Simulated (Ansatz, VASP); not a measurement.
# Two plane-wave programs on Sr

```
Sr
1.0
    -2.43500    2.43500    2.43500
     2.43500   -2.43500    2.43500
     2.43500    2.43500   -2.43500
Sr
1
Direct
  0.00000 0.00000 0.00000
```

This isn't the form of Sr at room conditions, which is fcc.

Alike in both runs: functional B3LYP5; k mesh 6 × 6 × 6; occupations gaussian, width 0.01 eV; no spin polarisation.

|  | VASP | Ansatz |
| --- | --- | --- |
| version | VASP 6.6.1 | Ansatz 0.2.0 |
| potentials or method | VASP PAW PBE potentials, release 64 (Sr_sv) | Ansatz PAW |
| plane-wave cutoff (eV) | 520 | 420 |
| valence electrons in the cell | 10 | 10 |
| task | single point | density of states |

```csv
,VASP,Ansatz,Ansatz less VASP
gap on the k mesh at the Fermi level (eV),none,none,-
pressure (GPa),-0.5,-0.4,+0.05
```

A gap of «none» marks a metal or a gap that the smearing closes. With one functional, cell and mesh, what is left measures potentials, basis and numerics.

Caveats: the PAW data sets were made with another functional, which shifts forces and pressure a little (VASP); the PAW data sets come from PBE, with cores solved anew for the run's functional, which leaves a small shift of forces and pressure (Ansatz); the density of states is complete only up to the lowest level of the last band computed (Ansatz); the thresholds are loose for stress (Ansatz).
